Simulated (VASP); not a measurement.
Set up this calculation in VASP 6.6.1, as the native input.

```yaml
Task: single point
Functional: PBE
Dispersion: D3(BJ)
Potentials_or_basis: VASP PAW PBE potentials, release 64 (Cl, H)
Cutoff: 520 eV
k_mesh: 1 × 1 × 1
Occupations: fermi-dirac, width 0.02 eV
Spin: no spin polarisation
Dipole_correction: no
Further_INCAR_settings: ALGO = Normal; EDIFF = 1e-06; NBANDS = 36
```

The structure of HCl lies in POSCAR:

```
HCl
1.0
    6.5061090000      0.0000000000      0.0000000000
    0.0000000000      6.5061090000      0.0000000000
    0.0000000000      0.0000000000      6.5061090000
Cl H
6 6
Direct
    0.3966426016      1.0240990429      0.0601281042
    0.1302007083      0.7618378358      0.6576434548
    0.8979867998      0.1960926262      0.3861908861
    0.8043209851      0.4327471304      0.9450502597
    0.6370474273      0.6619471023      0.3696833238
    0.4109829700      0.2713603476      0.6312989838
    0.4949348374      0.9406390210      0.2163197696
    0.2415729586      0.8767759655      0.7794520504
    0.9278049292      0.0029971831      0.4440749456
    0.8838462436      0.5894613816      0.8460509961
    0.5303015981      0.5180054623      0.4626574808
    0.5773343176      0.2475212143      0.7424560517
```

The cell was built by a generator and needn't be a form met in nature.

The input as run:

INCAR

```
SYSTEM = HCl
PREC = Accurate
ENCUT = 520
EDIFF = 1E-6
ISMEAR = -1
SIGMA = 0.02
LREAL = .FALSE.
LASPH = .TRUE.
NELM = 80
ALGO = Normal
ISIF = 2
LWAVE = .FALSE.
LCHARG = .FALSE.
GGA = PE
IVDW = 12
NBANDS = 36
```

KPOINTS

```
regular mesh
0
G
  1 1 1
  0 0 0
```

Potentials or basis: VASP PAW PBE potentials, release 64 (Cl, H).

Command:

```console
$ cat potpaw_PBE.64/Cl/POTCAR potpaw_PBE.64/H/POTCAR > POTCAR
$ mpirun -np 1 vasp_gam > vasp.out
```

Results of the run:

The pressure is 0.0 GPa, the largest force is 1.018 eV/Å and the band gap on the k mesh is 5.32 eV, direct. The dispersion energy per atom is -0.070 eV.

Run time: 9.3 s on 1 thread of Intel(R) Xeon(R) 6975P-C (Granite Rapids) (shared host), peak memory 0.3 GiB.
